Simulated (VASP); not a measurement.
Given:

SrF$_{2}$ has the cubic space group Fm-3m (No. 225), the fluorite structure, Pearson symbol cF12. Cell: a = 5.7751 Å, b = 5.7751 Å, c = 5.7751 Å, α = 90.00°, β = 90.00°, γ = 90.00°. Sr on 4a is surrounded by 8 F at 2.501 Å (cubic). F on 8c sees 4 Sr at 2.501 Å (tetrahedral). (Neighbours: up to the widest gap in distance over summed covalent radii, below 1.35, at either atom; cation-cation and far metal-metal contacts left out.)
(The calculation used a cell of 3 atoms; values per cell refer to that cell.)

Method: PBEsol GGA, VASP's PBE PAW potentials (set 64) (plane waves; VASP 6.6.1). Numerical set-up: 520 eV cut-off, 7×7×7 Γ-centred mesh, Gaussian smearing of 0.050 eV, potentials Sr_sv F.

**Question.** Give the energy at these volumes per atom, relative to the lowest: 15.02, 15.50, 15.98, 16.46, 16.93 Å³.

**Answer.** 17.0, 4.5, 0.0, 2.1, 9.9 meV/atom. A third-order Birch-Murnaghan fit gives B0 = 72.7 GPa and B0′ = 4.7.

Measured: bulk modulus 69.0 GPa (computed value off by +5.3 %), as given by On the Morphology of Group II Metal Fluoride Nanocrystals at Finite Temperature and Partial Pressure of HF, PMC6154342. The calculation is for a static lattice, while the measured bulk modulus holds thermal and zero-point effects, which are part of the difference.

The compound is SrF2 in the fluorite structure. It was relaxed first.
